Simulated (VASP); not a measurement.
Wanted: the native input for a VASP 6.6.1 run.

| Quantity | Value |
| --- | --- |
| Task | single point |
| Functional | LDA |
| Potentials or basis | VASP PAW LDA potentials, release 64 (Au, Cu) |
| Cutoff | 520 eV |
| k mesh | 8 × 8 × 6 |
| Occupations | gaussian, width 0.05 eV |
| Spin | no spin polarisation |
| Dipole correction | no |
| Further INCAR settings | ALGO = Normal; EDIFF = 1e-06; NBANDS = 18 |

The structure of CuAu lies in POSCAR:

```
CuAu
1.0
    2.8107494552      0.0000000000      0.0000000000
    0.0000000000      2.8107494552      0.0000000000
    0.0000000000      0.0000000000      3.6850000000
Au Cu
1 1
Direct
    0.0000000000      0.0000000000      0.0000000000
    0.5000000000      0.5000000000      0.5000000000
```

One way to write it, as run:

INCAR

```
ALGO     = Normal         # electronic algorithm
EDIFF    = 1E-6           # SCF threshold, eV
ENCUT    = 520            # plane-wave cutoff, eV
ISIF     = 2              # what is computed and relaxed
ISMEAR   = 0              # smearing method
LASPH    = True           # aspherical terms in the spheres
LCHARG   = True           # write CHGCAR
LELF     = True           # ELF
LREAL    = False          # projectors in reciprocal space
LVHAR    = True         
LWAVE    = False          # write WAVECAR
NBANDS   = 18             # bands
NELM     = 100            # most SCF steps
PREC     = Accurate       # precision mode
SIGMA    = 0.05           # smearing width, eV
```

KPOINTS

```
k-points
0
Gamma
  8 8 6
```

Potentials or basis: VASP PAW LDA potentials, release 64 (Au, Cu).

The run is started by

```console
$ cat potpaw_LDA.64/Au/POTCAR potpaw_LDA.64/Cu/POTCAR > POTCAR
$ mpirun -np 1 vasp_std > vasp.out
```

Results of the run:

The pressure is -8.1 GPa. The band gap on the k mesh is none (metal or under the smearing width).

Wall time 11 s on 1 thread of Intel(R) Xeon(R) 6975P-C (Granite Rapids), on a shared host, peak memory 0.15 GiB.
